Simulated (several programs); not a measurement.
## What each method gives for LiCl (h-MgO type)

LiCl built on the h-MgO prototype, relaxed with r2SCAN in Ansatz, was computed with several methods. Space group P6_3/mmc (No. 194), hexagonal; a = 4.162 Å, c = 5.233 Å in the conventional setting, 19.62 Å³ an atom. Li has 5 Cl at 2.40–2.62 Å; Cl has 5 Li at 2.40–2.62 Å. Note: simulated data, non-magnetic, for a generated structure that need not be the stable one.

```
CELL_PARAMETERS angstrom
4.16187 0.00000 0.00000
-2.08094 3.60429 0.00000
0.00000 0.00000 5.23255
ATOMIC_POSITIONS crystal
Li 0.33333 0.66667 0.25000
Li 0.66667 0.33333 0.75000
Cl 0.66667 0.33333 0.25000
Cl 0.33333 0.66667 0.75000
```

Gaps and times are for a single point on this cell; volume and bulk modulus come from each method's own relaxation or energy curve at fixed shape, which is too stiff where a cell has free coordinates or axes. Times are rough, from shared hosts (Arm Neoverse V1; Intel Xeon Processor @ 2.50GHz), and each method has its own mesh and cell size. A double dagger marks a value from a curve with shape and coordinates held. A star marks a curve whose lowest point is an end point. PM6 (MOPAC), PM7 (MOPAC), GFN1-xTB (tblite), GFN2-xTB (tblite) treat a cluster of cells at its zone centre, which samples few k points: where these miss a band edge, the gap comes out too large for that reason alone. Gaps from k meshes are read at a limited set of points (mesh, symmetry points, PBE's band edges), so each method's own least gap may be somewhat smaller. Force fields have no electrons; where one was fitted to this phase, its volume and modulus reflect the fit. xTB and the PM methods were fitted mostly to molecules, and can miss a solid's gap by electronvolts. Minimal bases can be far off for gaps. Times of the plane-wave rungs are withheld (a dash), since they come from other jobs, hosts and meshes; the meshes of hybrids and Hartree-Fock don't converge their gaps to the digits shown. GLLB-SC's gap includes the derivative discontinuity. G0W0 is at finite bands, cutoff and mesh. d marks a direct gap, i an indirect one (no mark: not told apart), a dash a value that wasn't computed or didn't pass its checks.

```json
{"method": "PBEsol", "kind": "semilocal", "gap (eV)": "–", "own volume (Å³/atom)": "19.22", "bulk modulus (GPa)": "–", "atoms computed": "4", "processor time": "–"}
{"method": "ffield.eim (LAMMPS)", "kind": "force field", "gap (eV)": "–", "own volume (Å³/atom)": "–", "bulk modulus (GPa)": "–", "atoms computed": "4", "processor time": "0.12 s"}
{"method": "light PBE (260 eV, its own mesh)", "kind": "light plane-wave", "gap (eV)": "5.65 d", "own volume (Å³/atom)": "20.08‡", "bulk modulus (GPa)": "26‡", "atoms computed": "4", "processor time": "0.97 s"}
{"method": "GFN1-xTB (tblite)", "kind": "tight binding", "gap (eV)": "3.90", "own volume (Å³/atom)": "17.54*‡", "bulk modulus (GPa)": "–", "atoms computed": "cluster", "processor time": "4.4 s"}
{"method": "PBE", "kind": "semilocal", "gap (eV)": "5.65 d", "own volume (Å³/atom)": "20.07", "bulk modulus (GPa)": "26‡", "atoms computed": "4", "processor time": "–"}
{"method": "PM7 (MOPAC)", "kind": "semi-empirical", "gap (eV)": "7.17", "own volume (Å³/atom)": "–", "bulk modulus (GPa)": "–", "atoms computed": "cluster", "processor time": "6.2 s"}
{"method": "PM6 (MOPAC)", "kind": "semi-empirical", "gap (eV)": "10.85", "own volume (Å³/atom)": "–", "bulk modulus (GPa)": "–", "atoms computed": "cluster", "processor time": "6.8 s"}
{"method": "GFN2-xTB (tblite)", "kind": "tight binding", "gap (eV)": "4.30", "own volume (Å³/atom)": "19.27‡", "bulk modulus (GPa)": "32‡", "atoms computed": "cluster", "processor time": "7.1 s"}
{"method": "LDA", "kind": "semilocal", "gap (eV)": "5.24 d", "own volume (Å³/atom)": "18.08", "bulk modulus (GPa)": "–", "atoms computed": "4", "processor time": "–"}
{"method": "PBE/SZV (CP2K)", "kind": "small basis", "gap (eV)": "4.95 d", "own volume (Å³/atom)": "21.85*‡", "bulk modulus (GPa)": "–", "atoms computed": "4", "processor time": "11 s"}
{"method": "PBE/single zeta (GPAW)", "kind": "small basis", "gap (eV)": "4.71 d", "own volume (Å³/atom)": "–", "bulk modulus (GPa)": "–", "atoms computed": "4", "processor time": "14 s"}
{"method": "r2SCAN", "kind": "semilocal", "gap (eV)": "6.30 d", "own volume (Å³/atom)": "19.62", "bulk modulus (GPa)": "28‡", "atoms computed": "4", "processor time": "–"}
{"method": "PBE/DZVP (CP2K)", "kind": "small basis", "gap (eV)": "5.59 d", "own volume (Å³/atom)": "20.34‡", "bulk modulus (GPa)": "26‡", "atoms computed": "4", "processor time": "20 s"}
{"method": "GLLB-SC (GPAW)", "kind": "model potential", "gap (eV)": "9.59", "own volume (Å³/atom)": "–", "bulk modulus (GPa)": "–", "atoms computed": "4", "processor time": "35 s"}
{"method": "r2SCAN0", "kind": "hybrid", "gap (eV)": "8.01 d", "own volume (Å³/atom)": "–", "bulk modulus (GPa)": "–", "atoms computed": "4", "processor time": "–"}
{"method": "DDH-PBE0", "kind": "hybrid", "gap (eV)": "8.80 d", "own volume (Å³/atom)": "–", "bulk modulus (GPa)": "–", "atoms computed": "4", "processor time": "–"}
{"method": "PBE0", "kind": "hybrid", "gap (eV)": "7.67 d", "own volume (Å³/atom)": "–", "bulk modulus (GPa)": "–", "atoms computed": "4", "processor time": "–"}
{"method": "r2SCANh", "kind": "hybrid", "gap (eV)": "6.98 d", "own volume (Å³/atom)": "–", "bulk modulus (GPa)": "–", "atoms computed": "4", "processor time": "–"}
{"method": "HSE06", "kind": "hybrid", "gap (eV)": "6.95 d", "own volume (Å³/atom)": "19.71", "bulk modulus (GPa)": "–", "atoms computed": "4", "processor time": "–"}
{"method": "G0W0@PBE (140 eV screening cutoff)", "kind": "many-body", "gap (eV)": "8.15", "own volume (Å³/atom)": "–", "bulk modulus (GPa)": "–", "atoms computed": "4", "processor time": "–"}
{"method": "G0W0@LDA (140 eV screening cutoff)", "kind": "many-body", "gap (eV)": "7.98", "own volume (Å³/atom)": "–", "bulk modulus (GPa)": "–", "atoms computed": "4", "processor time": "–"}
{"method": "G0W0@r2SCAN (140 eV screening cutoff)", "kind": "many-body", "gap (eV)": "8.52", "own volume (Å³/atom)": "–", "bulk modulus (GPa)": "–", "atoms computed": "4", "processor time": "–"}
{"method": "G0W0@HSE06 (140 eV screening cutoff)", "kind": "many-body", "gap (eV)": "8.73", "own volume (Å³/atom)": "–", "bulk modulus (GPa)": "–", "atoms computed": "4", "processor time": "–"}
```

Against HSE06 (6.95 eV) the nearest gap at the points sampled is that of r2SCANh (+0.04 eV) and the farthest that of PM6 (MOPAC) (+3.90 eV). HSE06 is only a yardstick of convenience: for gaps this wide it usually falls short of measured ones, so a larger value can be the better one.

Volumes against r2SCAN's: PBEsol -2.0 %, PBE +2.3 %, LDA -7.9 %, HSE06 +0.5 %.
